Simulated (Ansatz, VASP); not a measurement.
# One calculation of Rh, two programs

```
Rh
1.0
     0.00000    1.80647    1.99663
     1.80647    0.00000    1.99663
     1.80647    1.80647    0.00000
Rh
1
Direct
  0.00000 0.00000 0.00000
```

Change from the starting cell: strain -0.050 along x and y, +0.050 along z, atoms carried along.

Alike in both runs: task single point; functional PBE; k mesh 22 × 22 × 22; no spin polarisation.

|  | VASP | Ansatz |
| --- | --- | --- |
| version | VASP 6.6.1 | Ansatz 0.2.0 |
| potentials or method | VASP PAW PBE potentials, release 64 (Rh_pv) | scalar-relativistic, plane waves, PAW |
| plane-wave cutoff (eV) | 520 | 420 |
| occupations | methfessel-paxton of order 1, width 0.02 eV | cold, width 0.02 eV |
| valence electrons in the cell | 15 | 17 |

Ansatz gave:

- gap on the k mesh at the Fermi level (eV): none
- pressure (GPa): 25.2
- largest component of the traceless stress (GPa): 20.38

**Question.** Which values does VASP return?

**Answer.** gap on the k mesh at the Fermi level (eV): none; pressure (GPa): 25.2; largest component of the traceless stress (GPa): 20.35.

A gap of «none» marks a metal or a gap that the smearing closes. The two sets of potentials don't hold the same shells in valence.

Caveats: so large a pressure means that the cell lies far from this level's equilibrium, or that cutoff or potentials fall short (VASP).
